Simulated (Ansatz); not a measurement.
# Fe3Co (P4/mmm)

Method: DFT PBEsol, scalar-relativistic, plane waves, PAW (Ansatz).

Cutoff 420 eV; k points 10×10×16 on the computed 4-atom cell (Γ-centred); Gaussian smearing, width 0.10 eV; collinear spin from starting moments 2.48 2.8 2.8 1.97 μB.

The structure is relaxed at this level of theory with its symmetry kept. Whether it is the stable form of this composition wasn't checked.

```
CELL_PARAMETERS angstrom
3.96737 0.00000 0.00000
0.00000 3.96737 0.00000
0.00000 0.00000 2.79112
ATOMIC_POSITIONS crystal
Fe 0.50000 0.50000 0.00000
Fe 0.50000 0.00000 0.50000
Fe 0.00000 0.50000 0.50000
Co 0.00000 0.00000 0.00000
```

```
Space group                                                       : P4/mmm (No. 123)
Volume per atom                                                   : 74.1 bohr³
Formation energy from the elements' standard states (uncorrected) : -0.021 eV/atom
Kohn–Sham band gap                                                : none (metal)
Density of states at the Fermi level                              : 2.16 states/eV per cell
Löwdin character within 0.5 eV of the Fermi level                 : Fe 3d 71 %, Co 3d 19 %, unprojected 4 %
Bulk modulus                                                      : 213 GPa
Its pressure derivative                                           : 5.1
Bader charges (e)                                                 : Fe (1 in the cell) -0.02, Fe (2 in the cell) 0.11, Co (1 in the cell) -0.19
Total moment                                                      : 9.00 μB per cell
Site moments (μB; atoms counted from 1 over the whole cell)       : Fe (atom 1) 2.26, Fe (atom 2) 2.55, Fe (atom 3) 2.55, Co (atom 4) 1.79
```

Only this magnetic start was tried.